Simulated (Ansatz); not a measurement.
## HgTe: levels along high-symmetry lines

```
CELL_PARAMETERS angstrom
0.00000 3.22350 3.22350
3.22350 0.00000 3.22350
3.22350 3.22350 0.00000
ATOMIC_POSITIONS crystal
Hg 0.00000 0.00000 0.00000
Te 0.75000 0.75000 0.75000
```

Atoms are numbered in the order listed.

The cell is COD entry 1539232, as deposited and not checked against the literature; nothing was relaxed.

The calculation used Ansatz 0.2.0, DFT, PBE, all-electron LAPW, Dirac equation with spin-orbit coupling.

Settings: a Γ-centred 9×9×9 k mesh, Fermi–Dirac smearing of 0.05 eV, basis error target 0.5 meV/atom, no spin polarisation.

Points in fractions of the reciprocal vectors of this cell: Γ (0, 0, 0), X (-0.5, -0.5, 0), U (-0.375, -0.375, 0.25), K (-0.375, 0, 0.375), L (0, 0, 0.5), W (-0.5, -0.25, 0.25). The path joins them by straight lines in the order Γ–X–U–K–Γ–L–W–X; legs that retrace an earlier one aren't tabulated. Energies are in eV from the Fermi level.

Metal or insulator at this level of theory?

No gap opens: metallic or semimetallic.

Tabulate bands 66 to 71, counted from the lowest band of the run, along the path.


| k (1/Å) | point | band 66 | band 67 | band 68 | band 69 | band 70 | band 71 |
| --- | --- | --- | --- | --- | --- | --- | --- |
| 0.00 | Γ | -0.81 | -0.03 | -0.03 | -0.03 | -0.03 | 3.05 |
| 0.19 |  | -0.86 | -0.42 | -0.42 | 0.68 | 0.68 | 3.10 |
| 0.39 |  | -1.44 | -1.18 | -1.18 | 1.53 | 1.53 | 2.73 |
| 0.58 |  | -2.07 | -1.89 | -1.89 | 1.71 | 1.71 | 2.56 |
| 0.78 |  | -2.55 | -2.38 | -2.38 | 1.64 | 1.64 | 2.33 |
| 0.97 | X | -2.72 | -2.55 | -2.55 | 1.64 | 1.64 | 2.17 |
| 1.04 |  | -2.73 | -2.59 | -2.54 | 1.64 | 1.72 | 2.20 |
| 1.11 |  | -2.84 | -2.56 | -2.52 | 1.70 | 1.83 | 2.39 |
| 1.18 |  | -3.01 | -2.47 | -2.46 | 1.77 | 1.92 | 2.76 |
| 1.25 |  | -3.16 | -2.36 | -2.35 | 1.83 | 1.98 | 3.25 |
| 1.32 | U | -3.27 | -2.24 | -2.21 | 1.87 | 2.03 | 3.67 |
| 1.44 |  | -3.24 | -2.28 | -2.24 | 2.06 | 2.25 | 3.87 |
| 1.56 |  | -3.14 | -2.42 | -2.37 | 2.37 | 2.67 | 4.07 |
| 1.68 |  | -3.14 | -2.42 | -2.37 | 2.37 | 2.67 | 4.07 |
| 1.80 |  | -3.24 | -2.28 | -2.24 | 2.06 | 2.25 | 3.87 |
| 1.92 | K | -3.27 | -2.24 | -2.21 | 1.87 | 2.03 | 3.67 |
| 2.12 |  | -3.18 | -1.74 | -1.68 | 1.88 | 2.08 | 4.24 |
| 2.33 |  | -2.56 | -1.18 | -1.09 | 1.59 | 1.79 | 4.30 |
| 2.54 |  | -1.64 | -0.69 | -0.60 | 1.10 | 1.24 | 3.56 |
| 2.74 |  | -0.84 | -0.29 | -0.23 | 0.51 | 0.54 | 3.20 |
| 2.95 | Γ | -0.81 | -0.03 | -0.03 | -0.03 | -0.03 | 3.05 |
| 3.12 |  | -0.72 | -0.18 | -0.12 | 0.32 | 0.32 | 3.24 |
| 3.29 |  | -0.98 | -0.48 | -0.38 | 0.57 | 0.57 | 3.78 |
| 3.46 |  | -1.28 | -0.78 | -0.69 | 0.54 | 0.54 | 4.24 |
| 3.62 |  | -1.51 | -0.99 | -0.93 | 0.45 | 0.45 | 4.41 |
| 3.79 | L | -1.59 | -1.04 | -1.04 | 0.41 | 0.41 | 4.44 |
| 3.93 |  | -1.87 | -1.31 | -1.29 | 0.84 | 0.91 | 4.32 |
| 4.07 |  | -2.50 | -1.68 | -1.63 | 1.55 | 1.69 | 4.08 |
| 4.21 |  | -2.98 | -2.11 | -2.05 | 2.13 | 2.37 | 4.00 |
| 4.35 |  | -3.12 | -2.55 | -2.51 | 2.50 | 2.86 | 4.17 |
| 4.48 | W | -2.95 | -2.89 | -2.80 | 2.63 | 3.06 | 4.29 |
| 4.58 |  | -2.92 | -2.87 | -2.77 | 2.50 | 2.89 | 3.68 |
| 4.68 |  | -2.85 | -2.82 | -2.70 | 2.21 | 2.50 | 3.04 |
| 4.78 |  | -2.76 | -2.74 | -2.61 | 1.89 | 2.09 | 2.54 |
| 4.87 |  | -2.72 | -2.63 | -2.55 | 1.68 | 1.78 | 2.24 |
| 4.97 | X | -2.72 | -2.55 | -2.55 | 1.64 | 1.64 | 2.17 |
